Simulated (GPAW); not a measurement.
Runs of GPAW 26.7.0 on Re. All rows change the cell; the cell of one of them follows. The cell holds a slab with vacuum, 5 atoms: a = 2.768 Å, b = 2.768 Å, c = 23.930 Å, α = 90.00°, β = 90.00°, γ = 120.00°. 

```csv
task,level,potentials or basis,cell,k mesh,maxiter,optimizer,fmax,max steps,other keys,mesh quality,gap on the mesh (eV),largest force (eV/Å),work function (eV)
relaxation of the atoms,PBEsol+D4,"PAW data sets generated in the run's folder for this functional, pw","atoms relaxed from: the (0 0 1) slab of Re, cut from the database cell, not relaxed",7 × 7 × 1,50,GPMin,0.02 eV/Å,60,"several, not listed",coarse,none,-,(a)
relaxation of the atoms,revPBE+D3(BJ),"the program's PAW data sets (release 1.2.1) made for this functional, pw","atoms relaxed from: the (0 0 1) slab of Re, cut from the database cell, not relaxed",11 × 11 × 1,150,LBFGS,0.02 eV/Å,40,-,not flagged,none,-,4.89
single point,PBE,"GPAW PAW data sets (gpaw-data 1.2.1), pw","the (0 0 1) slab of Re, cut from the database cell, not relaxed",11 × 11 × 1,150,-,-,-,-,not flagged,none,1.26,(b)
electron localisation function,vdW-DF-cx,"GPAW PAW data sets (gpaw-data 1.2.1), pw","the (0 0 1) slab of Re, cut from the database cell, not relaxed",11 × 11 × 1,150,-,-,-,-,not flagged,none,1.25,-
```

Alike in all rows: no spin polarisation; cutoff (eV) 450; smearing fermi-dirac 0.05 eV.

**Question.** Estimate the missing entries.

**Answer.** (a) 4.99; (b) 5.13.

Caveats: some runs use coarse meshes; the cutoff is short for stress and forces, so pressures can be off by a GPa or more (some runs); later steps reuse the first step's grids (some runs); the PAW data sets were made with another functional, which shifts forces and pressure a little (some runs).

A k mesh can miss the band edges, and the runs leave out spin-orbit coupling on Re.

A gap of «none» marks a metal or a gap under the smearing width.
